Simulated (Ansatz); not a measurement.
GaN: one atom moved over a plane

Computed with Ansatz 0.2.0, DFT r2SCAN, scalar-relativistic, plane waves, PAW. The runs took a 500 eV cutoff, a Γ-centred 12×12×6 mesh and Gaussian smearing (0.05 eV). No spin polarisation. Energies are free energies at this smearing, counted from the undisturbed cell; pressure is positive in compression.

Zero of the scan (relaxed at this level):

```yaml
crystal:
  lattice:
    - [3.18310, 0.00000, 0.00000]
    - [-1.59155, 2.75664, 0.00000]
    - [0.00000, 0.00000, 5.18360]
  atoms:
    - { symbol: Ga, position: [0.33333, 0.66667, 0.99911] }
    - { symbol: Ga, position: [0.66667, 0.33333, 0.49911] }
    - { symbol: N, position: [0.33333, 0.66667, 0.37589] }
    - { symbol: N, position: [0.66667, 0.33333, 0.87589] }
```

Atom 3 (N) is moved by p along (0.000, 1.000, 0.000) and q along (0.000, 0.000, 1.000) (Å), all else fixed. Points are written (p, q).

Energy above the undisturbed cell in eV/cell (a dash: not computed):

| p \ q | -0.200 | -0.100 | 0.000 | 0.100 | 0.200 |
| --- | --- | --- | --- | --- | --- |
| -0.200 | 0.58 | 0.27 | 0.22 | 0.35 | 0.61 |
| -0.100 | 0.51 | 0.15 | 0.06 | 0.16 | 0.38 |
| 0.000 | 0.48 | 0.10 | 0.00 | 0.08 | 0.29 |
| 0.100 | 0.52 | 0.16 | 0.08 | 0.18 | 0.41 |
| 0.200 | 0.66 | 0.38 | 0.35 | 0.51 | 0.80 |

Pressure in GPa:

```
 p \ q  -0.200  -0.100  0.000  0.100  0.200
-0.200     4.1     2.0    1.8    2.8    4.7
-0.100     3.5     1.1    0.5    1.3    2.8
 0.000     3.3     0.7    0.0    0.6    2.1
 0.100     3.6     1.2    0.6    1.4    3.0
 0.200     4.8     2.9    2.8    4.1    6.1
```

Gap on the k-mesh in eV:

```
 p \ q  -0.200  -0.100  0.000  0.100  0.200
-0.200    2.02    2.13   2.20   2.23   2.16
-0.100    2.08    2.20   2.28   2.27   2.20
 0.000    2.13    2.26   2.35   2.29   2.21
 0.100    2.10    2.22   2.30   2.27   2.20
 0.200    2.06    2.16   2.23   2.23   2.17
```